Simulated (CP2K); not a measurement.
MgO:

```xyz
2
Lattice="2.9656 0.0000 0.0000 1.4828 2.5683 0.0000 1.4828 0.8561 2.4214" Properties=species:S:1:pos:R:3 pbc="T T T"
Mg    0.0000    0.0000    0.0000
O     2.9656    1.7122    1.2107
```

The cell is a database's computed one.

Base run:

* Program: CP2K 2026.2
* Functional: PBE
* Dispersion: D3(BJ)
* Potentials or basis: POTENTIAL_UZH Mg GTH-PBE-q10, O GTH-PBE-q6; TZVP-MOLOPT-PBE-GTH basis
* Density cutoff: 19048 eV
* k mesh: 11 × 11 × 11
* Occupations: fermi-dirac, width 0.05 eV
* Spin: no spin polarisation

Its results: band gap on the k mesh 4.82 eV, direct; pressure 5.6 GPa.

Q: The run is repeated on the same cell with these changes: dispersion from D3(BJ) to rVV10. What comes out?

A: Band gap on the k mesh 4.77 eV, direct; pressure 9.5 GPa.

Caveats: an odd mesh through Γ misses points on the zone boundary, where band edges often lie; the basis of atomic orbitals isn't converged, which shifts pressures, moduli and gaps; the real-space grid breaks the cell's symmetry a little (some runs).

Not every run made on this cell is shown here.
